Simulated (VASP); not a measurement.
A run of VASP 6.6.1 is set up as follows.

The input INCAR:

```
PREC = Accurate ; ENCUT = 600
EDIFF = 1E-6 ; ISMEAR = -1
SIGMA = 0.05 ; LREAL = False
LASPH = True ; NELM = 60
ALGO = Fast ; ISIF = 3
LWAVE = False ; LCHARG = False
GGA = PS ; IBRION = 2
NSW = 40 ; EDIFFG = -0.01
PSTRESS = 30
```

File KPOINTS:

```
regular mesh
0
Gamma
  11 11 11
```

File POSCAR:

```
Si
1.0
    0.0000000000      2.7155000000      2.7155000000
    2.7155000000      0.0000000000      2.7155000000
    2.7155000000      2.7155000000      0.0000000000
Si
2
Direct
    0.0000000000      0.0000000000      0.0000000000
    0.2500000000      0.2500000000      0.2500000000
```

Potentials or basis: VASP PAW PBE potentials, release 64 (Si).

Launch:

```bash
$ cat potpaw_PBE.64/Si/POTCAR > POTCAR
$ mpirun -np 1 vasp_std > vasp.out
```

Question: Predict the space group after relaxing (to 0.05 Å).

Answer: Fd-3m (No. 227).

Question: Estimate the relaxed cell.

Answer: a = 3.805 Å, b = 3.805 Å, c = 3.805 Å, α = 60.00°, β = 60.00°, γ = 60.00°.

Question: Estimate the relaxed volume.

Answer: 19.48 Å³/atom.

Final structure:
```
Si
1.0
     0.00000    2.69080    2.69080
     2.69080    0.00000    2.69080
     2.69080    2.69080    0.00000
Si
2
Direct
  0.00000 0.00000 0.00000
  0.25000 0.25000 0.25000
```

Caveat: the cell is relaxed towards a set pressure, so the enthalpy falls and the energy may rise; the PAW data sets were made with another functional, which shifts forces and pressure a little.
